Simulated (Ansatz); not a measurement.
InN (zinc blende), conventional cell a = b = c = 4.9999 Å, α = β = γ = 90.00°. The calculation uses the primitive cell of 2 atoms, to which meshes and values per cell refer.

The relaxed cell is deformed in two ways at once: its volume V is scaled, and at that volume it is stretched along z (the c axis of the conventional cell) so that c/a changes. Fractional atomic positions are held.

Method: r2SCAN (plane waves to 500 eV, PAW, scalar-relativistic; Ansatz, a quantum-chemistry and plane-wave program). k mesh 11×11×11 (Γ-centred), Fermi-Dirac smearing 0.05 eV. The energy includes the smearing's −TS. With partly filled bands, the response to shear is sensitive to the k mesh, so small differences along c/a are uncertain. At this level the bands of InN touch or barely overlap; measurements give the solid a gap. InN was relaxed with its symmetry unable to fall. The PAW data are Ansatz's earlier set. The zero of ΔE is the relaxed starting cell.

What ΔE (eV/atom) does the calculation give at all points of the grid V/V₀ = 0.960, 0.973, 0.987, 1.000, 1.013, 1.027, 1.040 by (c/a)/(c/a)₀ = 0.920, 0.947, 0.973, 1.000, 1.027, 1.053, 1.080?

ΔE (eV/atom), with V/V₀ across and (c/a)/(c/a)₀ down:

```csv
(c/a)/(c/a)₀ \ V/V₀,0.960,0.973,0.987,1.000,1.013,1.027,1.040
0.920,0.021,0.015,0.012,0.011,0.013,0.017,0.023
0.947,0.016,0.010,0.006,0.005,0.007,0.010,0.016
0.973,0.013,0.006,0.002,0.001,0.003,0.006,0.012
1.000,0.012,0.005,0.001,0.000,0.001,0.005,0.010
1.027,0.013,0.006,0.003,0.001,0.003,0.006,0.012
1.053,0.017,0.010,0.007,0.006,0.007,0.011,0.016
1.080,0.023,0.017,0.014,0.013,0.015,0.019,0.025
```

(A scan under strain: stresses follow from slopes of the energy per volume, elastic moduli from its curvatures.)
